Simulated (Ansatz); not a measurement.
# Cr (Im-3m) in Ansatz: equation of state

Aim: energy against volume of Cr in PBEsol, for its equilibrium volume and stiffness.

Everything below comes from runs of Ansatz 0.2.0. Logs are shortened: lines on timing, memory, paths and dates and some standing lists are left out, and cuts for length are marked.

## 1. The structure

It takes space group Im-3m (No. 229, cubic). Conventional cell: a = 2.969 Å, b = 2.969 Å, c = 2.969 Å, α = 90.00°, β = 90.00°, γ = 90.00°. Cr (site symmetry m-3m) has 8 Cr at 2.57 Å as nearest neighbours.

## 2. Equation of state, PBEsol, collinear spin, ferromagnetic start

Potentials or basis: all-electron LAPW, scalar-relativistic.

This step only gathers the single runs of the series.

What came out:

| Item | Value |
| --- | --- |
| Equilibrium volume | 11.13 Å³/atom (rough: see the caveat) |
| Bulk modulus | 285 GPa (rough) |

Energy against volume, from the lowest point:
```
volume (Å³/atom)  energy (meV/atom)
          12.299               0.00
          12.561              40.24
          12.823              85.95
          13.084             136.47
          13.346             191.22
          13.608             249.68
          13.870             311.38
```

Caveat: the minimum lies outside the volumes run; the starting moments weren't kept.
